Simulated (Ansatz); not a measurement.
What does this script print? It uses Ansatz's Python interface.

`POSCAR`
```text
MgO
1.0
   2.93802090    0.00000000    0.00000000
  -1.46901045    2.54440074    0.00000000
   0.00000000    0.00000000    2.67968000
Mg O
1 1
Direct
   0.00000000    0.00000000    0.00000000
   0.33333333    0.66666667    0.50000000
```

`mgo.py`
```python
"""Keys set on an Input object, for MgO."""

import warnings

import ansatz as az
from ase.io import read
from tabulate import tabulate

warnings.simplefilter("ignore", az.DeckWarning)

atoms = read("POSCAR", format="vasp")
structure = az.Crystal.from_ase(atoms)

calc = (
    structure.calculation()
    .mixing("anderson")
    .pseudopotentials("nc")
    .occupations("fixed")
    .kpoints(spacing=0.4)
    .functional("pbesol", dispersion="D3(BJ)")
    .band_table()
)
typed = calc.input()
rows = []
for value in [0.1, 0.3, 0.6]:
    edited = typed.set(az.key.scf.mixing.beta, value)
    report = az.Session.from_dict(edited).plan().execute().report
    rows.append((value, report["free_energy_ev"], report["n_iterations"], len(report["eigenvalues_ev"][0]) if "eigenvalues_ev" in report else 0))
print(tabulate(rows, headers=["beta", "F eV", "iterations", "bands listed"], floatfmt=".4f", tablefmt="plain"))
```

```console
$ python mgo.py
  beta        F eV    iterations    bands listed
0.1000  -2065.4489            11              12
0.3000  -2065.4489             9              12
0.6000  -2065.4489             7              12
```

Reading the output:
- These settings explore the input space; cutoff and mesh may be short of convergence.
- The structure comes from a database of computed cells and needn't be a stable or known phase.
- Timing: 9.1 s on 1 thread of Arm Neoverse V1, on a shared host, peak memory 0.32 GiB.
